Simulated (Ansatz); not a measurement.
## A series in volume per atom on TePb

Periodic Kohn-Sham DFT of a crystal at fixed atoms; pressure and stress are positive in compression; the energy is the free energy less that of spherical unpolarised free atoms; site moments are those in the method's own spheres, positive along +z. The results are calculated, by Ansatz 0.2.0.

Cell of the first row (space group Fm-3m, No. 225):
```
TePb
1.0
      0.0000     3.1834     3.1834
      3.1834     0.0000     3.1834
      3.1834     3.1834     0.0000
Te Pb
1 1
Direct
  0.50000 0.50000 0.50000
  0.00000 0.00000 0.00000
```

Settings of every row: method all-electron LAPW; functional PBE; relativity scalar; k mesh 11x11x11; filling fermi-dirac; smearing width 0.08 eV; basis error target 1 meV/atom; nucleus gaussian.

Atom start moment: 0 on all atoms.

Limits: no spin-orbit coupling on heavy atoms.

| row | volume per atom (Å³) | pressure (GPa) | energy less free atoms (eV/atom) |
| --- | --- | --- | --- |
| 1 | 32.26 | 4.482 | -3.709 |
| 2 | 32.932 | 3.342 | -3.7254 |
| 3 | 33.604 | 2.316 | -3.7372 |
| 4 | 34.277 | ? | ? |
| 5 | 34.949 | 0.561 | -3.749 |

Question: what pressure and energy less free atoms should row 4 give?

Worked fit of pressure. Take u = (V_r/V)^(2/3) − 1 with V_r = 33.268 Å³ an atom, which is twice the finite (Eulerian) strain; such expansions in the strain, on which the Birch-Murnaghan equation of state is built, carry the rest volume and the bulk modulus. The shown rows have u = 0.02072, 0.00679, -0.00668, -0.03233. Least squares give pressure = 2.8158 + 76.239 × u + 201.04 × u² GPa; a straight line predicts inner rows, each left out in turn, worse (root mean square 0.088 against 0.0014 GPa). The rows lie off it by 0.000, -0.001, 0.001, 0.000. The withheld row has u = -0.01972, so the fit gives 2.8158 + 76.239 × (-0.01972) + 201.04 × (-0.01972)² = 1.391 GPa.

The calculation gave 1.392 GPa. The fit lies 0.001 GPa (0.026 % of the column's range) below it, one unit of the last digit.

Worked fit of energy less free atoms. Take u = (V_r/V)^(2/3) − 1 with V_r = 33.268 Å³ an atom, which is twice the finite (Eulerian) strain; such expansions in the strain, on which the Birch-Murnaghan equation of state is built, carry the rest volume and the bulk modulus. The shown rows have u = 0.02072, 0.00679, -0.00668, -0.03233. Least squares give energy less free atoms = −3.73183 + 0.8786 × u + 10.756 × u² eV/atom; a straight line predicts inner rows, each left out in turn, worse (root mean square 0.0047 against 5.8e-05 eV/atom). All shown rows lie on it to the printed digit. The withheld row has u = -0.01972, so the fit gives −3.73183 + 0.8786 × (-0.01972) + 10.756 × (-0.01972)² = -3.7450 eV/atom.

The calculation gave -3.7449 eV/atom. The fit lies 0.0001 eV/atom (0.25 % of the column's range) below it, one unit of the last digit.
